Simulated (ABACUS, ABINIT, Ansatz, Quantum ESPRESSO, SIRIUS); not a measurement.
## SnSe: 5 runs at one level of theory

```
Sn Se
1.0
    11.42000    0.00000    0.00000
     0.00000    4.19000    0.00000
     0.00000    0.00000    4.46000
Sn Se
4 4
Direct
  0.87700 0.75000 0.90900
  0.62300 0.25000 0.40900
  0.37700 0.75000 0.59100
  0.12300 0.25000 0.09100
  0.64300 0.75000 0.98400
  0.85700 0.25000 0.48400
  0.14300 0.75000 0.51600
  0.35700 0.25000 0.01600
```

Alike in all runs: task single point; functional PBE; k mesh 3 × 6 × 6; occupations fermi-dirac, width 0.05 eV; no spin polarisation; no spin-orbit coupling. Pressure is positive in compression and, in plane waves, holds the error of the finite cutoff.

| program and potentials | plane-wave cutoff (eV) | notes | pressure (GPa) | largest force (eV/Å) |
| --- | --- | --- | --- | --- |
| Quantum ESPRESSO, SSSP 1.3 efficiency PBE | 816 | 10 valence electrons an atom on average | 2.44 | 0.323 |
| Ansatz, all-electron LAPW, scalar-relativistic | - | - | 2.39 | 0.309 |
| ABINIT, JTH PAW PBE v2.0 | 599 | 10 valence electrons an atom on average | 2.39 | 0.308 |
| ABACUS, PseudoDojo NC SR 0.4.1 PBE standard, plane waves | 1184 | 15 valence electrons an atom on average | 2.49 | 0.343 |
| SIRIUS, PseudoDojo 0.4.1 PBE standard (scalar relativistic) | 1177 | 15 valence electrons an atom on average | 2.49 | 0.344 |

Force on atom 1 (Sn), eV/Å:

```csv
program and potentials,x,y,z
"Quantum ESPRESSO, SSSP 1.3 efficiency PBE",0.323,0.000,-0.012
"Ansatz, all-electron LAPW, scalar-relativistic",0.309,0.000,-0.020
"ABINIT, JTH PAW PBE v2.0",0.308,0.000,-0.019
"ABACUS, PseudoDojo NC SR 0.4.1 PBE standard, plane waves",0.343,0.000,-0.005
"SIRIUS, PseudoDojo 0.4.1 PBE standard (scalar relativistic)",0.344,0.000,-0.008
```

The pressure spans 2.39 (Ansatz, all-electron LAPW, scalar-relativistic) to 2.49 GPa (SIRIUS, PseudoDojo 0.4.1 PBE standard (scalar relativistic)), with all-electron results at 2.39.

The functional is the same throughout but for its coding, so the spread measures potentials, basis and numerics; runs on potential files found faulty are left out.

All five runs put this SnSe cell under compression, so PBE would expand it at these fixed atomic positions. The force on Sn is almost entirely along the layer normal and points away from its nearest Se, towards the gap between layers. This suggests that the short, strongly covalent Sn–Se bond is held on its repulsive wall. The much smaller in-plane component keeps its sign throughout, but its size is less certain in relative terms.

The two PseudoDojo runs nearly coincide despite different codes, yet both lie above the all-electron pressure and force. Their shared offset therefore probably comes from the potentials rather than the implementations. The JTH set follows the all-electron result closely with fewer valence electrons, so a larger valence space does not by itself secure better agreement; how the potential is constructed matters too. These differences are small beside the pressure and main force themselves, leaving the direction of relaxation unaffected. The scalar pressure cannot show how the expansion would divide between the layer spacing and the in-plane axes.
